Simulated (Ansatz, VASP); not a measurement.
# CdF2: VASP beside Ansatz

File INCAR:

```
SYSTEM = CdF2
PREC     = Accurate       ! precision mode
ENCUT    = 520            ! plane-wave cutoff, eV
EDIFF    = 1E-6           ! SCF threshold, eV
ISMEAR   = 0              ! smearing method
SIGMA    = 0.02           ! smearing width, eV
LREAL    = .FALSE.        ! projectors in reciprocal space
LASPH    = .TRUE.         ! aspherical terms in the spheres
NELM     = 100            ! most SCF steps
ALGO     = Normal         ! electronic algorithm
ISIF     = 2              ! what is computed and relaxed
LWAVE    = .FALSE.        ! write WAVECAR
LCHARG   = .FALSE.        ! write CHGCAR
GGA      = PS             ! functional
NBANDS   = 20             ! bands
```

Contents of KPOINTS:

```
Automatic mesh
0
G
  8 8 8
  0 0 0
```

POSCAR

```
CdF2
1.0
    0.0000000000      2.6146347600      2.6146347600
    2.6146347600      0.0000000000      2.6146347600
    2.6146347600      2.6146347600      0.0000000000
Cd F
1 2
Direct
    0.0000000000      0.0000000000      0.0000000000
    0.2500000000      0.2500000000      0.2500000000
    0.7500000000      0.7500000000      0.7500000000
```

Input for Ansatz:

```yaml
crystal:
  lattice:
    - [0.0, 2.61463476, 2.61463476]
    - [2.61463476, 0.0, 2.61463476]
    - [2.61463476, 2.61463476, 0.0]
  atoms:
    - { symbol: Cd, position: [0.0, 0.0, 0.0] }
    - { symbol: F, position: [0.25, 0.25, 0.25] }
    - { symbol: F, position: [0.75, 0.75, 0.75] }
basis:
  ecutwfc: 420
kpoints:
  mp_grid: { grid: [8, 8, 8] }
hamiltonian:
  xc: pbesol
scf:
  occupations: { method: gaussian, width: 0.02 }
output:
  forces: true
  stress: true
  eigenvalues: true
```

Alike in both runs: task single point; functional PBEsol; k mesh 8 × 8 × 8; occupations gaussian, width 0.02 eV; no spin polarisation.

```csv
,VASP,Ansatz
version,VASP 6.6.1,Ansatz 0.2.0
potentials or method,"VASP PAW PBE potentials, release 64 (Cd, F)","scalar-relativistic, plane waves, PAW"
plane-wave cutoff (eV),520,420
valence electrons in the cell,26,34
```

```csv
,VASP,Ansatz,Ansatz less VASP
gap on the k mesh at the Fermi level (eV),3.21,3.25,+0.039
least direct gap on the mesh (eV),3.57,3.61,+0.038
pressure (GPa),13.0,11.7,-1.34
```

The two sets of potentials don't hold the same shells in valence.

Caveats: the PAW data sets were made with another functional, which shifts forces and pressure a little (VASP). A k mesh can miss the band edges.
